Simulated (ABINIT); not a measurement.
TiTe2:

```xyz
3
Lattice="3.7770 0.0000 0.0000 -1.8885 3.2710 0.0000 0.0000 0.0000 6.4980" Properties=species:S:1:pos:R:3 pbc="T T T"
Te    0.0000    2.1807    4.7903
Te    1.8885    1.0903    1.7077
Ti    0.0000    0.0000    0.0000
```

Base run:

```yaml
Program: ABINIT 10.8.3 (patched build)
Functional: LDA
Potentials_or_basis: PseudoDojo NC SR LDA v0.4.1 standard
Cutoff: 1143 eV
k_mesh: 6 × 6 × 3
Occupations: fermi-dirac, width 0.05 eV
Spin: no spin polarisation
```

Its results: band gap on the k mesh none (metal or under the smearing width); pressure -4.1 GPa; largest force 0.369 eV/Å.

Task: The run is repeated on the same cell with these changes: functional from LDA to PBEsol; potentials or basis from PseudoDojo NC SR LDA v0.4.1 standard to PseudoDojo NC SR PBEsol v0.4.1 standard; cutoff from 1143 eV to 1034 eV. What comes out?

Result: Band gap on the k mesh none (metal or under the smearing width); pressure -2.3 GPa; largest force 0.185 eV/Å.

Caveats: this functional lacks dispersion, which binds the layers, so the pressure and a relaxed spacing across them are unreliable (some runs).
